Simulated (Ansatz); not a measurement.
## KCl: the gap against volume

KCl, Fm-3m, a = 6.293 Å. Ansatz: r2SCAN, PAW, 500 eV, Γ-centred 6×6×6 mesh on 2 atoms, Gaussian smearing 0.02 eV; no spin polarisation. Symmetry fixes shape and atoms, so the cell is only scaled; x = ln(V/V0) with V0 = 31.151 Å³/atom. The gap is read at the mesh points alone.

```tsv
x	gap y (eV)
-0.1278	6.319
-0.0943	6.181
-0.0619	6.054
-0.0305	5.936
0.0000	5.826
0.0296	5.723
0.0583	?
0.0953	5.508
```

Problem. Fit a straight line to the other rows, give the volume deformation potential of the gap and its pressure coefficient, and predict the missing gap. B0 = 19.1 GPa.

Solution. Means x = -0.02709, y = 5.9353; Σ(Δx)² = 0.03481, ΣΔxΔy = -0.1266; the slope is their ratio. y = 5.8368 − 3.6364 x. The slope is the deformation potential a = dE_g/d ln V = -3.64 eV, and dE_g/dP = −a/B0 = 190 meV/GPa. At x = 0.0583 the fit asked for gives 5.625 eV. The run gave 5.627 eV, so the fit is 0.002 eV too low, within the rms miss on the fitted rows (0.012 eV).

Semilocal functionals give gaps under the measured ones; changes of the gap mostly carry over better.